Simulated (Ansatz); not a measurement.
MgI₂ (CdI2 type): gap against strain (uniaxial along x, other directions held)

MgI₂ built on the CdI2 prototype, relaxed with r2SCAN+rVV10 in the plane-wave code Ansatz, then strained (uniaxial along x, other directions held; changes of length per length, axes as in the cell below) with the atoms relaxed again within the symmetry that is left. The symmetry is P-3m1 (No. 164, trigonal); conventional cell a = 4.157 Å, c = 6.873 Å, 34.29 Å³ an atom. Around Mg lie 6 I at 2.92 Å; around I lie 3 Mg at 2.92 Å. Calculated for a static, non-magnetic cell.

```xyz
3
Lattice="4.1572 0.0000 0.0000 -2.0786 3.6003 0.0000 0.0000 0.0000 6.8733" Properties=species:S:1:pos:R:3 pbc="T T T"
Mg    0.0000    0.0000    0.0000
I     0.0000    2.4002    1.6676
I     2.0786    1.2001    5.2057
```

Gaps are the least over each mesh (PBE 12×12×4, r2SCAN 12×12×4 when unstrained) and the special points, which keep their unstrained names.

| strain (%) | gap, PBE (eV) | gap, r2SCAN (eV) | edges, r2SCAN |
| --- | --- | --- | --- |
| -2.5 | 3.440 | 4.056 | Γ → (-0.469, 0, 0.323) |
| 0.0 | 3.513 | 4.129 | Γ → (1/2, 0, 0.350) |
| +5.67 | 3.185 | 3.772 | Γ → (0, 0.469, 0.260) |

Question: Estimate the row for a strain of -4.07 %.

Answer:

| strain (%) | gap, PBE (eV) | gap, r2SCAN (eV) | edges, r2SCAN |
| --- | --- | --- | --- |
| -4.07 | 3.337 | 3.949 | Γ → (-0.469, 0, 0.323) |

Between zero and the nearest strains the slope of the r2SCAN gap against strain is +0.029 eV per percent for negative and -0.063 for positive strain; it falls either way, as happens when edge states split or other valleys take over.

No spin-orbit coupling is included; it can move band edges with weight on the heavy atoms by tenths of an eV.

Where an edge lies off the special points, it is a point of the mesh or the k point where a search put PBE's edge or least direct gap, reused for the other functionals, whose own edges may lie a little apart.

Coordinates of k points refer to the reciprocal vectors of the primitive cell of the runs.
